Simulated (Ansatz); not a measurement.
## SrO: from C11, C12, C44 to the moduli of a polycrystal

The cell as given, ahead of any relaxation:

Symmetry: Fm-3m, No. 225, cubic system. The conventional cell has a = 5.133 Å, b = 5.133 Å, c = 5.133 Å, α = 90.00°, β = 90.00°, γ = 90.00°. Around Sr (site symmetry m-3m) lie 6 O at 2.57 Å. O (site symmetry m-3m) is surrounded by 6 Sr at 2.57 Å.

Constants in GPa on the cubic axes, for the cell as given (16.90 Å³ an atom), where symmetry holds the atoms; no spin polarisation, no spin-orbit coupling. Meshes are those of the run's cell of 2 atoms. Occupations: fermi-dirac 0.05 eV (run 1). Space group Fm-3m.

| run | level | program and potentials | k mesh | cell | C11 | C12 | C44 |
| --- | --- | --- | --- | --- | --- | --- | --- |
| 1 | PBEsol | Ansatz, all-electron LAPW, scalar-relativistic | 7 × 7 × 7 | as given, -0.55 GPa | 178.4 | 47.9 | 55.0 |

Work out the bulk, shear and Young's moduli of a random polycrystal, Poisson's ratio and the anisotropy, and test the cell's stability.

From the values as printed: B = (C11 + 2 C12)/3 = 91.4 GPa. Voigt: G_V = (C11 - C12 + 3 C44)/5 = 59.1; Reuss: G_R = 5 C44 (C11 - C12)/[4 C44 + 3 (C11 - C12)] = 58.7; Hill's mean, from the unrounded bounds, G = 58.9 GPa. Young's modulus E = 9BG/(3B + G) = 145.5 GPa, Poisson's ratio ν = (3B - 2G)/[2(3B + G)] = 0.235. Zener's ratio 2 C44/(C11 - C12) = 0.84, so the crystal is stiffest along ⟨100⟩ and softest along ⟨111⟩. C11 > |C12|, C11 + 2 C12 > 0 and C44 > 0 hold, so the cell is stable against small uniform strains, which says nothing of soft phonons. Under pressure the constants are those of stress over strain at that pressure. An equation of state at this level (Ansatz, all-electron LAPW, scalar-relativistic; mesh 9 × 9 × 9) gives B0 = 93.9 GPa at its minimum of 16.80 Å³ an atom, against 16.90 here.

SrO is elastically close to isotropic, with C11 far above both C12 and C44, as expected of an ionic rock-salt crystal. Strain along ⟨100⟩ directly changes the Sr–O contacts and meets the steep short-range repulsion between closed shells. A C44 shear leaves those contacts unchanged to first order, so its resistance comes largely from electrostatics and more distant neighbours. This explains why the cube axes are the stiff directions.

C44 also exceeds C12, whereas purely central forces would make them equal at zero pressure. The slight tension accounts for only a small part of the gap; the remainder points to many-body forces, probably from the soft oxide ion, whose size and shape respond to its surroundings. The bulk modulus of 91.4 GPa lies below the equation-of-state value of 93.9 GPa by about what the small expansion of the cell would produce with a typical pressure derivative, so the two results are consistent. Thermal softening, which would matter in a comparison with room-temperature measurements, is not assessed.
